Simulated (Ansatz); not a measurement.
## Comparing deformations in TiAl

The calculation used DFT PBE, scalar-relativistic, plane waves, PAW (Ansatz). Settings: plane waves to 420 eV, k-mesh 16×16×12 (Γ-centred), Gaussian smearing 0.15 eV. No spin polarisation. Energies are free energies at this smearing, counted from the undisturbed cell; pressure is positive in compression.

The starting cell (as given, not relaxed at this level; it stands at -0.7 GPa, and it needn't be the usual structure):

```yaml
crystal:
  lattice:
    - [2.83730, 0.00000, 0.00000]
    - [0.00000, 2.83730, 0.00000]
    - [0.00000, 0.00000, 4.05910]
  atoms:
    - { symbol: Ti, position: [0.00000, 0.00000, 0.00000] }
    - { symbol: Al, position: [0.50000, 0.50000, 0.50000] }
```

The cell is strained by ε times a Voigt pattern (xx, yy, zz, yz, xz, xy; engineering shear) with fractional coordinates fixed. τ = (1/V0) dE/dε comes from the stress tensor. Of each scan, only the three points used here are listed.

| pattern | ε | τ (GPa) |
| --- | --- | --- |
| (1, 1, 0, 0, 0, 0) | -0.0150 | -6.08 |
| (1, 1, 0, 0, 0, 0) | 0.0000 | 1.86 |
| (1, 1, 0, 0, 0, 0) | 0.0150 | 9.01 |
| (0, 0, 1, 0, 0, 0) | -0.0150 | -2.28 |
| (0, 0, 1, 0, 0, 0) | 0.0000 | 0.26 |
| (0, 0, 1, 0, 0, 0) | 0.0150 | 2.72 |
| (0, 0, 0, 1, 0, 0) | -0.0025 | -0.28 |
| (0, 0, 0, 1, 0, 0) | 0.0000 | 0.00 |
| (0, 0, 0, 1, 0, 0) | 0.0025 | 0.28 |
| (1, -1, 0, 0, 0, 0) | -0.0125 | -3.34 |
| (1, -1, 0, 0, 0, 0) | 0.0000 | 0.00 |
| (1, -1, 0, 0, 0, 0) | 0.0125 | 3.34 |
| (0, 1, 0, 0, 0, 0) | -0.0150 | -2.12 |
| (0, 1, 0, 0, 0, 0) | 0.0000 | 0.93 |
| (0, 1, 0, 0, 0, 0) | 0.0150 | 3.66 |

**Question.** Which constants do the scans give, and which deformation costs least for the same size of strain tensor?

**Answer.** The slope dτ/dε at zero (parabola through three points) is pᵀCp: (1, 1, 0, 0, 0, 0) gives C11 + C22 + 2 C12 = 503 GPa; (0, 0, 1, 0, 0, 0) gives C33 = 166 GPa; (0, 0, 0, 1, 0, 0) gives C44 = 110 GPa; (1, -1, 0, 0, 0, 0) gives C11 + C22 − 2 C12 = 267 GPa; (0, 1, 0, 0, 0, 0) gives C22 = 193 GPa. The size of the strain tensor, ε:ε, is ε² times 2.0, 1.0, 0.5, 2.0, 1.0. Per unit of it the stiffnesses are 252, 166, 220, 134, 193 GPa, so (1, -1, 0, 0, 0, 0) is the softest of these: at ε:ε = (1 %)² the quadratic term costs 0.68 meV/atom against 1.28 for the stiffest.

In a metal these slopes depend on the k mesh and the smearing.